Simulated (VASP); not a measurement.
# GaAs (F-43m) in VASP: notebook, part 2 of 3

VASP 6.6.1. Earlier steps stand in the parts before.

**3. Band structure, AM05**

Contents of POSCAR:

```
GaAs
1.0
    0.0000000000      2.8268500000      2.8268500000
    2.8268500000      0.0000000000      2.8268500000
    2.8268500000      2.8268500000      0.0000000000
As Ga
1 1
Direct
    0.7500000000      0.7500000000      0.7500000000
    0.0000000000      0.0000000000      0.0000000000
```

Contents of INCAR.step1:

```
ALGO = Normal ; EDIFF = 1E-6
ENCUT = 520 ; GGA = AM
ISIF = 2 ; ISMEAR = -1
LASPH = True ; LCHARG = True
LREAL = False ; LWAVE = False
NELM = 100 ; PREC = Accurate
SIGMA = 0.05
```

Contents of KPOINTS.step1:

```
k-points
0
Gamma
  8 8 8
```

Contents of INCAR.step2:

```
ALGO = Normal ; EDIFF = 1E-6
ENCUT = 520 ; GGA = AM
ICHARG = 11 ; ISIF = 2
ISMEAR = 0 ; LASPH = True
LCHARG = False ; LREAL = False
LWAVE = False ; NELM = 100
PREC = Accurate ; SIGMA = 0.05
```

Contents of KPOINTS.step2:

```
path GXWKGLUWLK,UX
15
line-mode
reciprocal
 0.0000000000  0.0000000000  0.0000000000  G
 0.5000000000  0.0000000000  0.5000000000  X

 0.5000000000  0.0000000000  0.5000000000  X
 0.5000000000  0.2500000000  0.7500000000  W

 0.5000000000  0.2500000000  0.7500000000  W
 0.3750000000  0.3750000000  0.7500000000  K

 0.3750000000  0.3750000000  0.7500000000  K
 0.0000000000  0.0000000000  0.0000000000  G

 0.0000000000  0.0000000000  0.0000000000  G
 0.5000000000  0.5000000000  0.5000000000  L

 0.5000000000  0.5000000000  0.5000000000  L
 0.6250000000  0.2500000000  0.6250000000  U

 0.6250000000  0.2500000000  0.6250000000  U
 0.5000000000  0.2500000000  0.7500000000  W

 0.5000000000  0.2500000000  0.7500000000  W
 0.5000000000  0.5000000000  0.5000000000  L

 0.5000000000  0.5000000000  0.5000000000  L
 0.3750000000  0.3750000000  0.7500000000  K

 0.6250000000  0.2500000000  0.6250000000  U
 0.5000000000  0.0000000000  0.5000000000  X
```

Potentials or basis: VASP PAW PBE potentials, release 64 (As, Ga_d).

Run with:

```
cat potpaw_PBE.64/As/POTCAR potpaw_PBE.64/Ga_d/POTCAR > POTCAR
cp INCAR.step1 INCAR
cp KPOINTS.step1 KPOINTS
mpirun -np 1 vasp_std > vasp.out
cp INCAR.step2 INCAR
cp KPOINTS.step2 KPOINTS
mpirun -np 1 vasp_std > vasp.out
```

It took 48 s on 1 thread of Intel Xeon Platinum 8488C (Sapphire Rapids), shared host; peak memory 0.23 GiB.

It converged, with:

| Item | Value |
| --- | --- |
| Band gap on the k mesh | 0.51 eV, direct |
| Band gap along the path | 0.51 eV, direct |

Levels at the corners of the path, in eV from the valence-band top:
| point | band 5 | band 6 | band 7 | band 8 | band 9 | band 10 | band 11 | band 12 | band 13 |
| --- | --- | --- | --- | --- | --- | --- | --- | --- | --- |
| Γ | -14.74 | -12.73 | 0.00 | 0.00 | 0.00 | 0.51 | 3.71 | 3.71 | 3.71 |
| X | -14.72 | -10.21 | -6.83 | -2.69 | -2.69 | 1.45 | 1.64 | 10.15 | 10.15 |
| X | -14.72 | -10.21 | -6.83 | -2.69 | -2.69 | 1.45 | 1.64 | 10.15 | 10.16 |
| W | -14.73 | -10.16 | -6.64 | -3.54 | -3.35 | 4.61 | 4.72 | 5.39 | 6.02 |
| W | -14.73 | -10.16 | -6.64 | -3.54 | -3.35 | 4.61 | 4.72 | 5.39 | 6.02 |
| K | -14.73 | -10.25 | -6.64 | -3.87 | -2.27 | 1.95 | 4.63 | 7.93 | 8.04 |
| K | -14.73 | -10.25 | -6.64 | -3.87 | -2.27 | 1.95 | 4.63 | 7.93 | 8.04 |
| Γ | -14.74 | -12.73 | 0.00 | 0.00 | 0.00 | 0.51 | 3.71 | 3.71 | 3.71 |
| Γ | -14.74 | -12.73 | 0.00 | 0.00 | 0.00 | 0.51 | 3.71 | 3.71 | 3.71 |
| L | -14.73 | -10.96 | -6.65 | -1.15 | -1.15 | 0.99 | 4.62 | 4.62 | 7.75 |
| L | -14.73 | -10.96 | -6.65 | -1.15 | -1.15 | 0.99 | 4.62 | 4.62 | 7.75 |
| U | -14.73 | -10.25 | -6.64 | -3.87 | -2.27 | 1.95 | 4.63 | 7.93 | 8.04 |
| U | -14.73 | -10.25 | -6.64 | -3.87 | -2.27 | 1.95 | 4.63 | 7.93 | 8.04 |
| W | -14.73 | -10.16 | -6.64 | -3.54 | -3.35 | 4.61 | 4.72 | 5.39 | 6.02 |
| W | -14.73 | -10.16 | -6.64 | -3.54 | -3.35 | 4.61 | 4.72 | 5.39 | 6.02 |
| L | -14.73 | -10.96 | -6.65 | -1.15 | -1.15 | 0.99 | 4.62 | 4.62 | 7.75 |
| L | -14.73 | -10.96 | -6.65 | -1.15 | -1.15 | 0.99 | 4.62 | 4.62 | 7.75 |
| K | -14.73 | -10.25 | -6.64 | -3.87 | -2.27 | 1.95 | 4.63 | 7.93 | 8.04 |
| U | -14.73 | -10.25 | -6.64 | -3.87 | -2.27 | 1.95 | 4.63 | 7.93 | 8.04 |
| X | -14.72 | -10.21 | -6.83 | -2.69 | -2.69 | 1.45 | 1.64 | 10.15 | 10.17 |

Caveat: the log is that of the step along the path at fixed density, whose energy, stress, charges and moments have no meaning.

**4. Born charges and dielectric tensor, PBEsol**

Contents of INCAR:

```
SYSTEM = GaAs
PREC     = Accurate       ! precision mode
ENCUT    = 520            ! plane-wave cutoff, eV
EDIFF    = 1E-8           ! SCF threshold, eV
ISMEAR   = -1             ! smearing method
SIGMA    = 0.05           ! smearing width, eV
LREAL    = .False.        ! projectors in reciprocal space
LASPH    = .True.         ! aspherical terms in the spheres
NELM     = 100            ! most SCF steps
ALGO     = Normal         ! electronic algorithm
ISIF     = 2              ! what is computed and relaxed
LWAVE    = .False.        ! write WAVECAR
LCHARG   = .False.        ! write CHGCAR
GGA      = PS             ! functional
LEPSILON = .True.         ! dielectric tensor by DFPT
IBRION   = 8              ! ionic algorithm
```

Contents of KPOINTS:

```
Automatic mesh
0
Gamma
  8 8 8
  0 0 0
```

POSCAR is that of step 3.

Potentials or basis: VASP PAW PBE potentials, release 64 (As, Ga_d).

Run with:

```
cat potpaw_PBE.64/As/POTCAR potpaw_PBE.64/Ga_d/POTCAR > POTCAR
mpirun -np 1 vasp_std > vasp.out
```

OUTCAR:

```text
SYSTEM = GaAs
   PREC = Accurate
   ENCUT = 520
   EDIFF = 1E-8
   ISMEAR = -1
   LREAL = .False.
   LASPH = .True.
   NELM = 100
   ISIF = 2
   GGA = PS
   LEPSILON = .True.
   IBRION = 8

 ion  position               nearest neighbor table
   1  0.750  0.750  0.750-   2 2.45   2 2.45   2 2.45   2 2.45
   2  0.000  0.000  0.000-   1 2.45   1 2.45   1 2.45   1 2.45

  LATTYP: Found a face centered cubic cell.
 ALAT       =     5.6537000000

  Lattice vectors:

 A1 = (   0.0000000000,   2.8268500000,   2.8268500000)
 A2 = (   2.8268500000,   0.0000000000,   2.8268500000)
 A3 = (   2.8268500000,   2.8268500000,   0.0000000000)

Analysis of symmetry for initial positions (statically):
=====================================================================
 Subroutine PRICEL returns:
 Original cell was already a primitive cell.

 Routine SETGRP: Setting up the symmetry group for a
 face centered cubic supercell.

 Subroutine GETGRP returns: Found 24 space group operations
 (whereof 24 operations were pure point group operations)
 out of a pool of 48 trial point group operations.

The static configuration has the point symmetry T_d .

Analysis of symmetry for dynamics (positions and initial velocities):
=====================================================================
 Subroutine PRICEL returns:
 Original cell was already a primitive cell.

 Routine SETGRP: Setting up the symmetry group for a
 face centered cubic supercell.

 Subroutine GETGRP returns: Found 24 space group operations
 (whereof 24 operations were pure point group operations)
 out of a pool of 48 trial point group operations.

The dynamic configuration has the point symmetry T_d .

 Subroutine INISYM returns: Found 24 space group operations
 (whereof 24 operations are pure point group operations),
 and found     1 'primitive' translations

----------------------------------------------------------------------------------------

                                     Primitive cell

  volume of cell :      45.1792

  direct lattice vectors                    reciprocal lattice vectors
     0.000000000  2.826850000  2.826850000    -0.176875321  0.176875321  0.176875321
     2.826850000  0.000000000  2.826850000     0.176875321 -0.176875321  0.176875321
     2.826850000  2.826850000  0.000000000     0.176875321  0.176875321 -0.176875321

  length of vectors
     3.997769609  3.997769609  3.997769609     0.306357042  0.306357042  0.306357042

  position of ions in fractional coordinates (direct lattice)
     0.750000000  0.750000000  0.750000000
     0.000000000  0.000000000  0.000000000
[... 575 lines left out ...]
    -0.00043  1.04678  0.00000
     1.04678 -0.00043  0.00000
     0.00000  0.00000  0.00011

--------------------------------------- Ionic step        4  -------------------------------------------

------------------------ aborting loop because EDIFF is reached ----------------------------------------

[... ionic steps 5 to 6 ...]

--------------------------------------- Ionic step        7  -------------------------------------------

 Free energy of the ion-electron system (eV)
  ---------------------------------------------------
  ---------------------------------------------------
  free energy    TOTEN  =        -0.16356241 eV

  energy without entropy =       -0.16356241

------------------------ aborting loop because EDIFF is reached ----------------------------------------

 INTERNAL STRAIN TENSOR  FOR ION    2  DIRECTION 1   (eV/Angst):
 -----------------------------------------------------------------------------
     0.00362  0.00000  0.00000
     0.00000 -0.00093 -6.96801
     0.00000 -6.96801 -0.00093

 MACROSCOPIC STATIC DIELECTRIC TENSOR (including local field effects in DFT)
 ------------------------------------------------------
          35.962016    -0.000000     0.000000
           0.000000    35.962016    -0.000000
           0.000000    -0.000000    35.962016
 ------------------------------------------------------

 PIEZOELECTRIC TENSOR (including local field effects)  for field in x, y, z        (e  Angst)
          XX          YY          ZZ          XY          YZ          ZX
  --------------------------------------------------------------------------------
  x    -0.00000    -0.00000     0.00000     0.00000     2.96108     0.00000
  y    -0.00000     0.00000    -0.00000     0.00000     0.00000     2.96108
  z     0.00000     0.00000     0.00000     2.96108     0.00000     0.00000

 PIEZOELECTRIC TENSOR (including local field effects)  for field in x, y, z        (C/m^2)
          XX          YY          ZZ          XY          YZ          ZX
  --------------------------------------------------------------------------------
  x    -0.00000    -0.00000     0.00000     0.00000     1.05008     0.00000
  y    -0.00000     0.00000    -0.00000     0.00000     0.00000     1.05008
  z     0.00000     0.00000     0.00000     1.05008     0.00000     0.00000

 BORN EFFECTIVE CHARGES (including local field effects) (in |e|, cummulative output)
 ---------------------------------------------------------------------------------
 ion    1
    1    -2.29814     0.00000     0.00000
    2     0.00000    -2.29814     0.00000
    3    -0.00000    -0.00000    -2.29814
 ion    2
    1     2.29814     0.00000     0.00000
    2    -0.00000     2.29814    -0.00000
    3     0.00000     0.00000     2.29814

 INTERNAL STRAIN TENSOR FOR ION    2 for displacements in x,y,z  (eV/Angst):
          X           Y           Z          XY          YZ          ZX
  --------------------------------------------------------------------------------
  x     0.00000    -0.00000    -0.00000     0.00000    -6.96801     0.00000
  y    -0.00000     0.00000    -0.00000     0.00000     0.00000    -6.96801
  z    -0.00000    -0.00000     0.00000    -6.96801     0.00000     0.00000

 SECOND DERIVATIVES (NOT SYMMETRIZED)
 ------------------------------------
               1X          1Y          1Z          2X          2Y          2Z
  1X    -9.279707    0.000000    0.000000    9.279707    0.000000    0.000000
  1Y     0.000000   -9.279707    0.000000    0.000000    9.279707    0.000000
  1Z     0.000000    0.000000   -9.279707    0.000000    0.000000    9.279707
  2X     9.233794    0.000000    0.000000   -9.233794    0.000000    0.000000
  2Y     0.000000    9.233794    0.000000    0.000000   -9.233794    0.000000
  2Z     0.000000    0.000000    9.233794    0.000000    0.000000   -9.233794

 Eigenvectors and eigenvalues of the dynamical matrix
 ----------------------------------------------------

   1 f  =    7.914436 THz    49.727869 2PiTHz  263.997171 cm-1    32.731463 meV
             X         Y         Z           dx          dy          dz
      4.240275  4.240275  4.240275    -0.695174    0.000000    0.000000
      0.000000  0.000000  0.000000     0.718841    0.000000    0.000000
[... 21 lines left out ...]
   6 f/i=    0.009808 THz     0.061628 2PiTHz    0.327172 cm-1     0.040564 meV
             X         Y         Z           dx          dy          dz
      4.240275  4.240275  4.240275     0.000000    0.000000    0.718841
      0.000000  0.000000  0.000000     0.000000    0.000000    0.695174

--------------------------------------------------------------------------------------------------------

 MACROSCOPIC STATIC DIELECTRIC TENSOR IONIC CONTRIBUTION
 ------------------------------------------------------
           2.285191    -0.000000    -0.000000
          -0.000000     2.285191     0.000000
          -0.000000     0.000000     2.285191
 ------------------------------------------------------

 ELASTIC MODULI CONTR FROM IONIC RELAXATION (kBar)
 Direction    XX          YY          ZZ          XY          YZ          ZX
 --------------------------------------------------------------------------------
 XX          -0.0000     -0.0000     -0.0000     -0.0000     -0.0000     -0.0000
 YY          -0.0000     -0.0000     -0.0000     -0.0000     -0.0000      0.0000
 ZZ          -0.0000     -0.0000     -0.0000     -0.0000     -0.0000     -0.0000
 XY          -0.0000     -0.0000     -0.0000   -187.9430      0.0000     -0.0000
 YZ          -0.0000     -0.0000     -0.0000      0.0000   -187.9430      0.0000
 ZX          -0.0000      0.0000     -0.0000     -0.0000      0.0000   -187.9430
 --------------------------------------------------------------------------------

 PIEZOELECTRIC TENSOR IONIC CONTR  for field in x, y, z        (C/m^2)
          XX          YY          ZZ          XY          YZ          ZX
  --------------------------------------------------------------------------------
  x    -0.00000    -0.00000    -0.00000     0.00000    -0.61666     0.00000
  y    -0.00000     0.00000    -0.00000    -0.00000     0.00000    -0.61666
  z    -0.00000    -0.00000    -0.00000    -0.61666     0.00000    -0.00000
```

It took 14 min on 1 thread of Intel Xeon Platinum 8375C at 2.90GHz (Ice Lake), shared host; peak memory 0.29 GiB.

Results:

```yaml
Band_gap_on_the_k_mesh: 0.46 eV, direct
Electronic_dielectric_tensor_diagonal: 35.96
Born_charges_mean_of_the_diagonal: As -2.30; Ga +2.30 e
Highest_phonon_frequency_at_Γ_LO-TO_splitting_left_out: 264 cm⁻¹
```

Phonon frequencies in cm⁻¹ (negative: imaginary):
| q point | frequencies |
| --- | --- |
| (0.000, 0.000, 0.000) | 0 0 0 264 264 264 |

Electronic dielectric tensor:
```
35.96  0.00  0.00
 0.00 35.96  0.00
 0.00  0.00 35.96
```

Born effective charge tensors (e):
atom 1, As
```
-2.30  0.00  0.00
 0.00 -2.30  0.00
 0.00  0.00 -2.30
```
atom 2, Ga
```
2.30 0.00 0.00
0.00 2.30 0.00
0.00 0.00 2.30
```

Caveat: the gap is small at this level, which inflates the dielectric constant.

(Part 2 of 3 ends here.)
